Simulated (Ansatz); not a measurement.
`C[SiH2]C(N)=O` + `CC(=O)O` → `C[SiH2]OC(C)=O` + `NC=O`  (ligand exchange at the Si–C bond)

Computed with Ansatz on PBE0-D4/def2-TZVP structures; ΔE is electronic, products minus reactants. CCSD(T)/CBS is the MP2 limit (def2-TZVPP, def2-QZVPP) plus CCSD(T) − MP2 in def2-TZVPP, frozen cores. This one scheme is used for every species. One conformer a species, not always the lowest.

```tsv
species	MP2/def2-TZVPP energy (Eh)
`C[SiH2]C(N)=O`	-499.07459
`CC(=O)O`	-228.71064
`C[SiH2]OC(C)=O`	-558.21353
`NC=O`	-169.61128
```

**Question.** Work out ΔE.

**Answer.** ΔE = (-558.21353) + (-169.61128) − (-499.07459) − (-228.71064) = -0.03958 Eh = -103.9 kJ/mol. CCSD(T)/CBS gives -99.9 kJ/mol.

Largest T1 diagnostic among the species: 0.016.

From PBE to PBE0 (25 % exact exchange), in def2-TZVPP and without D4, ΔE moves by −7.7 kJ/mol. In def2-TZVPP, CCSD(T) changes the Hartree–Fock value by +17.5 kJ/mol (the triples alone add +3.1 kJ/mol) and MP2 by +14.4 kJ/mol.
